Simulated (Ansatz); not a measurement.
**Bi2Te3: frozen-core PAW against all-electron methods**

```yaml
crystal:
  lattice:
    - [2.20850, 1.27508, 10.14560]
    - [-2.20850, 1.27508, 10.14560]
    - [0.00000, -2.55016, 10.14560]
  atoms:
    - { symbol: Bi, position: [0.81200, 0.81200, 0.81200] }
    - { symbol: Bi, position: [0.40200, 0.40200, 0.40200] }
    - { symbol: Te, position: [0.61100, 0.61100, 0.61100] }
    - { symbol: Te, position: [0.20000, 0.20000, 0.20000] }
    - { symbol: Te, position: [0.00000, 0.00000, 0.00000] }
```

Atoms are numbered in the order listed.

The cell comes from COD entry 9012858, which wasn't checked; take it as a given geometry. The listed cell was then made from it by scaling, straining or moving an atom.

Spin–orbit coupling is left out, though it moves levels of the heavy atoms by tenths of an eV or more.

Levels of theory: DFT, PBE, PAW with Ansatz's default frozen-core files, scalar-relativistic (Ansatz 0.2.0); DFT, PBE, all-electron LAPW, scalar-relativistic (Ansatz 0.2.0).

For PAW: a Γ-centred 8×8×8 k mesh, Fermi–Dirac smearing of 0.08 eV, cutoff 420 eV, no spin polarisation. LAPW targets a basis error of 1 meV/atom. The Ansatz runs share mesh, smearing and spin set-up. Plane-wave (PAW) pressures include the program's estimate of the Pulay term.

Stress and pressure are positive in compression.

PAW results:

```csv
quantity,PAW
pressure (GPa),0.65
stress xx (GPa),1.10
stress zz (GPa),-0.25
"force on Bi1, z (eV/Å)",-0.755
"force on Bi2, z (eV/Å)",-0.481
"force on Te3, z (eV/Å)",-0.607
"force on Te4, z (eV/Å)",0.663
```

Q: What does all-electron LAPW give for the same quantities?

A: 
| quantity | LAPW |
| --- | --- |
| pressure (GPa) | 0.66 |
| stress xx (GPa) | 1.11 |
| stress zz (GPa) | -0.23 |
| force on Bi1, z (eV/Å) | -0.755 |
| force on Bi2, z (eV/Å) | -0.481 |
| force on Te3, z (eV/Å) | -0.608 |
| force on Te4, z (eV/Å) | 0.664 |
